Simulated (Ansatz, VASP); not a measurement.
# Na2I: VASP beside Ansatz

```
CELL_PARAMETERS angstrom
4.77910 0.00000 0.00000
-2.38955 4.13882 0.00000
0.00000 0.00000 5.06871
ATOMIC_POSITIONS crystal
Na 0.33333 0.66667 0.00000
Na 0.66667 0.33333 0.00000
I 0.00000 0.00000 0.50000
```

Alike in both runs: task relaxation of cell and atoms; functional PBE; k mesh 6 × 6 × 4; occupations gaussian, width 0.1 eV; no spin polarisation.

|  | VASP | Ansatz |
| --- | --- | --- |
| version | VASP 6.6.1 | Ansatz 0.2.0 |
| potentials or method | VASP PAW PBE potentials, release 64 (Na_pv, I) | scalar-relativistic, plane waves, PAW |
| plane-wave cutoff (eV) | 600 | 420 |
| valence electrons in the cell | 21 | 35 |

|  | VASP | Ansatz | Ansatz less VASP |
| --- | --- | --- | --- |
| gap on the k mesh at the Fermi level, each at its own relaxed structure (eV) | none | none | - |
| relaxed volume (Å³/atom) | 36.25 | 36.74 | +0.493 |
| relaxed cell length with the largest relative difference (Å) | 3.957 | 3.991 | +0.0335 |
| energy change over the relaxation (meV/atom) | -153 | -154 | -0.7 |

A gap of «none» marks a metal or a gap that the smearing closes. The two sets of potentials don't hold the same shells in valence.

Caveats: an odd number of electrons without spin polarisation forces a metal; a magnetic or distorted state may lie lower. The runs have no spin-orbit coupling, so splittings on I are missing.
